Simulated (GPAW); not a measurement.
**MnO in GPAW: convergence with bands over the usual count**

Crystal: MnO.

```xyz
2
Lattice="0.0000 2.2220 2.2220 2.2220 0.0000 2.2220 2.2220 2.2220 0.0000" Properties=species:S:1:pos:R:3 pbc="T T T"
Mn    0.0000    0.0000    0.0000
O     2.2220    2.2220    2.2220
```

* Program: GPAW 26.7.0
* Task: convergence study
* Functional: PBE
* Potentials or basis: GPAW PAW data sets (gpaw-data 1.2.1)
* Cutoff: 800 eV
* Basis: pw
* k mesh: 8 × 8 × 8
* Occupations: fermi-dirac, width 0.05 eV
* Spin: collinear spin, ferromagnetic start
* Starting moments: [4.0, 0.0] μB

These are the settings of the first run; the series varies bands over the usual count, with any setting tied to it.

Hardware: 1 thread of Arm Neoverse V2 (shared host).

```tsv
bands over the usual count	energy less the tightest run, at zero smearing (meV/atom)	SCF cycles	CPU time (s)	peak memory (GiB)
0.72	0.00	11	22	0.16
0.8	0.00	11	24	0.17
0.9	0.00	10	27	0.17
1	0.00	10	28	0.17
1.3	0.00	10	36	0.18
1.7	0.00	10	48	0.19
2.5	0.00	11	72	0.2
```

Against the tightest run, the energy stays within 1 meV/atom from 0.72 on. The tightest run that finished is the yardstick and may itself not be fully converged.

Caveat, for the tightest run too: a cell with one magnetic atom can't hold antiferromagnetic order, which such compounds often take.
